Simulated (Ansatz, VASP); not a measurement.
# One calculation of Pd, two programs

```
Pd
1.0
     2.78367    0.00000    0.00000
    -1.39183    2.41072    0.00000
     0.00000    0.00000    4.62889
Pd
2
Direct
  0.33333 0.66667 0.25000
  0.66667 0.33333 0.75000
```

This isn't the form of Pd at room conditions, which is fcc.

Alike in both runs: task single point; functional PBE; k mesh 11 × 11 × 6; occupations gaussian, width 0.028 eV; no spin polarisation.

```csv
,VASP,Ansatz
version,VASP 6.6.1,Ansatz 0.2.0
potentials or method,"VASP PAW PBE potentials, release 64 (Pd)",Ansatz PAW
plane-wave cutoff (eV),520,420
valence electrons in the cell,20,36
```

VASP gave:

```
gap on the k mesh at the Fermi level (eV)       : none
pressure (GPa)                                  : -1.8
largest component of the traceless stress (GPa) : 0.33
```

Question: Which values does Ansatz return?

Answer: gap on the k mesh at the Fermi level (eV): none; pressure (GPa): -1.6; largest component of the traceless stress (GPa): 0.42.

A gap of «none» marks a metal or a gap that the smearing closes. The two sets of potentials don't hold the same shells in valence.
